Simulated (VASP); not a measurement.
# NaH (Fm-3m) in VASP: settings compared, part 2 of 2

VASP 6.6.1.

### Step 4. Relaxation of cell and atoms, PBEsol

File INCAR:

```
SYSTEM = NaH
  PREC = Accurate
  ENCUT = 300
  EDIFF = 1E-7
  ISMEAR = 0
  SIGMA = 0.02
  LREAL = .FALSE.
  LASPH = .TRUE.
  NELM = 80
  ALGO = Normal
  ISIF = 3
  LWAVE = .FALSE.
  LCHARG = .FALSE.
  GGA = PS
  IBRION = 2
  NSW = 90
  EDIFFG = -0.005
```

File KPOINTS:

```
Automatic mesh
0
G
  8 8 8
  0 0 0
```

File POSCAR:

```
NaH
1.0
    0.0000000000      2.3864216700      2.3864216700
    2.3864216700      0.0000000000      2.3864216700
    2.3864216700      2.3864216700      0.0000000000
Na H
1 1
Direct
    0.0000000000      0.0000000000      0.0000000000
    0.5000000000      0.5000000000      0.5000000000
```

Potentials or basis: VASP PAW PBE potentials, release 64 (Na_pv, H).

The run is started by

```
$ cat potpaw_PBE.64/Na_pv/POTCAR potpaw_PBE.64/H/POTCAR > POTCAR
$ mpirun -np 1 vasp_std > vasp.out
```

OUTCAR:

```text
SYSTEM = NaH
   PREC = Accurate
   ENCUT = 300
   EDIFF = 1E-7
   ISMEAR = 0
   LREAL = .FALSE.
   LASPH = .TRUE.
   NELM = 80
   ISIF = 3
   GGA = PS
   IBRION = 2
   NSW = 90
   EDIFFG = -0.005

 ion  position               nearest neighbor table
   1  0.000  0.000  0.000-
   2  0.500  0.500  0.500-

  LATTYP: Found a face centered cubic cell.
 ALAT       =     4.7728433400

  Lattice vectors:

 A1 = (   0.0000000000,   2.3864216700,   2.3864216700)
 A2 = (   2.3864216700,   0.0000000000,   2.3864216700)
 A3 = (   2.3864216700,   2.3864216700,   0.0000000000)

Analysis of symmetry for initial positions (statically):
[... 260 lines left out ...]
 val. band max:       -0.9065849138   @ k =  -0.2500   0.5000   0.2500
 cond. band min:       2.7311855774   @ k =   0.5000   0.0000   0.0000
 fundamental gap:      3.6377704912
 Fermi energy:        -0.7350634260

 k-point     1 :       0.0000    0.0000    0.0000
  band No.  band energies     occupation
      1     -22.8098      2.00000
      2     -22.8098      2.00000
      3     -22.8098      2.00000
      4      -4.7933      2.00000
      5       9.9973      0.00000
      6      14.8803      0.00000
      7      14.8803      0.00000
      8      14.8803      0.00000
[... 243 lines left out ...]
 k-point    24 :      -0.3750    0.2500    0.1250
  band No.  band energies     occupation
      1     -22.9084      2.00000
      2     -22.8525      2.00000
      3     -22.8330      2.00000
      4      -1.4292      2.00000
      5       3.5378      0.00000
      6       6.9214      0.00000
      7      10.2859      0.00000
      8      14.3832      0.00000

 [... further k-points ...]

------------------------ aborting loop because EDIFF is reached ----------------------------------------

  FORCE on cell =-STRESS in cart. coord.  units (eV):
  Direction    XX          YY          ZZ          XY          YZ          ZX
  --------------------------------------------------------------------------------------
  -------------------------------------------------------------------------------------
  Total        0.0076490      0.0076490      0.0076490      0.0000000     -0.0000000     -0.0000000
  in kB        0.4581291      0.4581291      0.4581291      0.0000000     -0.0000000     -0.0000000
  external PRESSURE =       0.4581291 kB  Pullay stress =       0.0000000 kB
[... 17 lines left out ...]
  FREE ENERGIE OF THE ION-ELECTRON SYSTEM (eV)
  ---------------------------------------------------
  free  energy   TOTEN  =        -5.0754446978 eV

  energy  without entropy=       -5.0754446978  energy(sigma->0) =       -5.07544470

 reached required accuracy - stopping structural energy minimisation
```

OSZICAR:

```text
N       E                     dE             d eps       ncg     rms          rms(c)
DAV:   1     0.938873250438E+01    0.93887E+01   -0.38626E+03   472   0.658E+02
DAV:   2    -0.521780913762E+01   -0.14607E+02   -0.14607E+02   536   0.109E+02
DAV:   3    -0.543920879393E+01   -0.22140E+00   -0.22140E+00   560   0.168E+01
[... 23 lines left out ...]
DAV:   3    -0.507552235684E+01    0.11122E-02   -0.19676E-03   464   0.902E-01    0.238E-02
DAV:   4    -0.507544630118E+01    0.76056E-04   -0.76419E-05   528   0.189E-01    0.244E-03
DAV:   5    -0.507544568825E+01    0.61293E-06   -0.43495E-07   536   0.990E-03    0.133E-03
DAV:   6    -0.507544469361E+01    0.99464E-06   -0.38962E-07   480   0.126E-02    0.244E-04
DAV:   7    -0.507544469785E+01   -0.42361E-08   -0.65426E-09   232   0.643E-04
   3 F= -.50754447E+01 E0= -.50754447E+01  d E =-.492749E-03
```

CONTCAR:

```text
NaH
   1.00000000000000
     0.0000000000000000    2.3737400706522833    2.3737400706522833
     2.3737400706522833    0.0000000000000000    2.3737400706522833
     2.3737400706522833    2.3737400706522833    0.0000000000000000
  Na              H
     1     1
Direct
     0.0000000000000000    0.0000000000000000    0.0000000000000000
     0.5000000000000000    0.5000000000000000    0.5000000000000000

  0.00000000E+00  0.00000000E+00  0.00000000E+00
  0.00000000E+00  0.00000000E+00  0.00000000E+00
```

Run time: 5.4 s. Hardware: 1 thread of Intel Xeon Platinum 8488C (Sapphire Rapids), shared host; peak memory 0.11 GiB.

What came out:

```yaml
Free_energy: -5.0754 eV
Relaxed_volume: 13.38 Å³/atom
Relaxed_cell: a = 3.357 Å, b = 3.357 Å, c = 3.357 Å, α = 60.00°, β = 60.00°, γ = 60.00°
Space_group_after_relaxing_to_0.05_Å: Fm-3m (No. 225)
Energy_gained_by_relaxing: 0.2 meV/atom
Ionic_steps: 3
Pressure_after_relaxing: 0.0 GPa
Band_gap_on_the_k_mesh: 3.64 eV, indirect (least direct gap 4.56 eV)
```

The path:
```
step  energy change (eV)  largest force (eV/Å)  pressure (GPa)  volume (Å³)
   1              0.0000                0.0000           -0.40        27.18
   2             -0.0003                0.0000           -0.27        27.05
   3             -0.0005                0.0000            0.05        26.75
```

Final structure:
```yaml
crystal:
  lattice:
    - [0.00000, 2.37374, 2.37374]
    - [2.37374, 0.00000, 2.37374]
    - [2.37374, 2.37374, 0.00000]
  atoms:
    - { symbol: Na, position: [0.00000, 0.00000, 0.00000] }
    - { symbol: H, position: [0.50000, 0.50000, 0.50000] }
```

Levels at points of the mesh, in eV from the valence-band top:
```
           k point  band 1  band 2  band 3  band 4  band 5  band 6  band 7  band 8
(0.00, 0.00, 0.00)  -21.90  -21.90  -21.90   -3.89   10.90   15.79   15.79   15.79
(0.50, 0.00, 0.00)  -22.02  -21.92  -21.92   -0.93    3.64   11.00   13.55   13.55
(0.50, 0.50, 0.00)  -22.01  -21.94  -21.94   -0.20    4.50    9.96   10.82   10.82
```

Caveat: the cutoff is under 1.25 times the usual one of these potentials, so pressure, stress and relaxed cells hold a basis-set (Pulay) error; the PAW data sets were made with another functional, which shifts forces and pressure a little. Expect the measured gap to be larger: semilocal functionals such as PBEsol lack the derivative discontinuity.

### Step 5. Relaxation of cell and atoms, PBEsol

Changes to INCAR since step 4:

```diff
@@ -2,3 +2,3 @@
   PREC = Accurate
-  ENCUT = 300
+  ENCUT = 600
   EDIFF = 1E-7
```

File KPOINTS:

```
Automatic mesh
0
G
  4 4 4
  0 0 0
```

POSCAR is that of step 4.

The run is started by

```
$ cat potpaw_PBE.64/Na_pv/POTCAR potpaw_PBE.64/H/POTCAR > POTCAR
$ mpirun -np 1 vasp_std > vasp.out
```

Wall time 11 s (1 thread of Intel Xeon Platinum 8488C (Sapphire Rapids), shared host); peak memory 0.14 GiB.

Results (log left out):

```
Free energy                            : -5.0862 eV
Relaxed volume                         : 13.71 Å³/atom
Relaxed cell                           : a = 3.385 Å, b = 3.385 Å, c = 3.385 Å, α = 60.00°, β = 60.00°, γ = 60.00°
Space group after relaxing (to 0.05 Å) : Fm-3m (No. 225)
Energy gained by relaxing              : 0.1 meV/atom
Ionic steps                            : 4
Pressure after relaxing                : 0.0 GPa
Band gap on the k mesh                 : 3.61 eV, indirect (least direct gap 4.52 eV)
```

The path:
```
step  energy change (eV)  largest force (eV/Å)  pressure (GPa)  volume (Å³)
   1              0.0000                0.0000            0.31        27.18
   2             -0.0002                0.0000            0.16        27.28
   3             -0.0002                0.0000            0.15        27.33
   4             -0.0003                0.0000            0.04        27.43
```

Final structure:
```
Na H
1.0
     0.00000    2.39364    2.39364
     2.39364    0.00000    2.39364
     2.39364    2.39364    0.00000
Na H
1 1
Cartesian
  4.7873 2.3936 2.3936
  2.3936 2.3936 2.3936
```

Levels at points of the mesh, in eV from the valence-band top:
| k point | band 1 | band 2 | band 3 | band 4 | band 5 | band 6 | band 7 | band 8 |
| --- | --- | --- | --- | --- | --- | --- | --- | --- |
| (0.00, 0.00, 0.00) | -21.95 | -21.95 | -21.95 | -3.80 | 10.66 | 15.61 | 15.61 | 15.61 |
| (0.50, 0.00, 0.00) | -22.06 | -21.96 | -21.96 | -0.91 | 3.61 | 10.82 | 13.40 | 13.40 |
| (0.50, 0.50, 0.00) | -22.04 | -21.99 | -21.99 | -0.19 | 4.47 | 9.88 | 10.67 | 10.67 |

Caveat: the k mesh is coarse (spacing up to 0.57 Å⁻¹), so the values aren't converged; the PAW data sets were made with another functional, which shifts forces and pressure a little. PBEsol gaps usually lie below the measured ones, often by a third to a half.

### Step 6. Summary

```csv
level,k mesh,cutoff (eV),mesh quality,gap on the mesh (eV),pressure (GPa),relaxed volume (Å³/atom)
PBE,8 × 8 × 8,600,not flagged,3.76,0.0,14.09
PBE+D3(BJ),8 × 8 × 8,600,not flagged,3.88,0.0,13.13
PBEsol,8 × 8 × 8,300,not flagged,3.64,0.0,13.38
PBEsol,4 × 4 × 4,600,coarse,3.61,0.0,13.71
```

Alike in all rows: task relaxation of cell and atoms; potentials or basis VASP PAW PBE potentials, release 64 (Na_pv, H); no spin polarisation; cell relaxed; smearing gaussian 0.02 eV.

Caveats: some runs use coarse meshes; the PAW data sets were made with another functional, which shifts forces and pressure a little (some runs); the cutoff is under 1.25 times the usual one of these potentials, so pressure, stress and relaxed cells hold a basis-set (Pulay) error (some runs).

Total energies depend on the potentials used, so only differences within one code and one set of settings carry meaning.
